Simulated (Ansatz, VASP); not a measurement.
GaN in VASP and in Ansatz

```
CELL_PARAMETERS angstrom
0.00000 2.24895 2.24895
2.24895 0.00000 2.24895
2.24895 2.24895 0.00000
ATOMIC_POSITIONS crystal
Ga 0.00000 0.00000 0.00000
N 0.25000 0.25000 0.25000
```

Alike in both runs: task single point; functional PBE-based screened hybrid; k mesh 4 × 4 × 4; no spin polarisation.

|  | VASP | Ansatz |
| --- | --- | --- |
| version | VASP 6.6.1 | Ansatz 0.2.0 |
| potentials or method | VASP PAW PBE potentials, release 64 (Ga_d, N) | plane waves |
| plane-wave cutoff (eV) | 520 | 420 |
| occupations | gaussian, width 0.01 eV | fixed |
| valence electrons in the cell | 18 | 18 |

|  | VASP | Ansatz | Ansatz less VASP |
| --- | --- | --- | --- |
| gap on the k mesh at the Fermi level (eV) | 5.22 | 5.18 | -0.042 |
| pressure (GPa) | -9.9 | -9.6 | +0.28 |

Ansatz warned: «stress_exchange_threshold_loose».

Caveats: the k mesh is coarse (spacing up to 0.60 Å⁻¹), so the values aren't converged; the PAW data sets were made with another functional, which shifts forces and pressure a little (VASP).
